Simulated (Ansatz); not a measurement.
**A computed series for ZnGeP2: response to strain**

Consider ZnGeP$_{2}$ in the chalcopyrite structure (space group I-42d, No. 122; a = 5.424 Å, c = 10.710 Å). Axes: x, y, z lie along a, b, c of the conventional cell.

Strains are applied to the cell and any free atomic positions relax.

Computed with PBEsol (Ansatz, an electronic-structure program, PAW, no spin-orbit coupling).

Notes on the quantities. energy relative to the base: free energy F.

| change | gap character | band gap | energy relative to the base | shortest interatomic distance |
|---|---|---|---|---|
| base | – | 1.07 eV | 0 meV/atom | 2.334 Å |
| tensor shear ε_xz = +0.80 % | indirect, Γ → k = (0.444, -0.444, 0.444) in the run's primitive reciprocal basis | 1.01 eV | ___ | 2.328 Å |
| tensor shear ε_xz = +0.40 % | indirect, Γ → C₂–Y₂ (67 % along) | 1.05 eV | +0.3 meV/atom | ___ |
| tensor shear ε_xz = +1.20 % | indirect, Γ → k = (0.444, -0.444, 0.444) in the run's primitive reciprocal basis | ___ | +2.3 meV/atom | 2.326 Å |
| tensor shear ε_xz = +1.60 % | indirect, Γ → k = (0.444, -0.444, 0.444) in the run's primitive reciprocal basis | ___ | +4.2 meV/atom | 2.323 Å |

Problem. Some entries are withheld; estimate them.

Solution. 
- tensor shear ε_xz = +0.80 %, energy relative to the base: +1.0 meV/atom
- tensor shear ε_xz = +0.40 %, shortest interatomic distance: 2.331 Å
- tensor shear ε_xz = +1.20 %, band gap: 0.95 eV
- tensor shear ε_xz = +1.60 %, band gap: 0.89 eV

Whether these cells are dynamically stable was not tested. Labels are those of the standard path for the cell's own space group.
